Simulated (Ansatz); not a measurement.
ZnS, DFT, PBE, all-electron PAW with datasets made for the crystal, scalar-relativistic (Ansatz 0.2.0), run on 1 thread of Arm Neoverse V2 on a shared host.

The cell is COD entry 9000107, as deposited and not checked against the literature; nothing was relaxed. The listed cell was then made from it by scaling, straining or moving an atom.

Command: `ansatz run input.yaml --threads 1 --pin off --max-ram 3072MiB --backend cpu --events-out ev --progress --plain --runs-dir out`

```yaml
crystal:
  lattice:
    - [0.0, 2.7576958202, 2.7576958202]
    - [2.7576958202, 0.0, 2.7576958202]
    - [2.7576958202, 2.7576958202, 0.0]
  atoms:
    - { symbol: Zn, position: [0.0, 0.0, 0.0] }
    - { symbol: S, position: [0.75, 0.75, 0.75] }
kpoints:
  mp_grid: { grid: [8, 8, 8] }
scf:
  occupations: { method: fermi_dirac, width: 0.01 }
hamiltonian:
  xc: pbe
  pseudopotentials: { kind: all_electron, datasets: crystal }
output:
  forces: true
  stress: true
  eigenvalues: true
  efg: { contact_densities: true }
```

**Question.** How large is the problem that the program sets up?

**Answer.** 29 irreducible k-points, 459 plane waves at Γ, 13 bands.

**Question.** About how long does it take, and how much memory does it use?

**Answer.** 6.6 s of wall time for 9 SCF iterations, with a peak of 0.46 GiB. Times on shared machines scatter by tens of per cent.

**Question.** And the same cell and mesh by PAW (frozen-core files), asked for forces, stress, eigenvalues, efg, write_density, write_potential, elf, on the same hardware?

**Answer.** 3.4 s, peak memory 0.33 GiB.
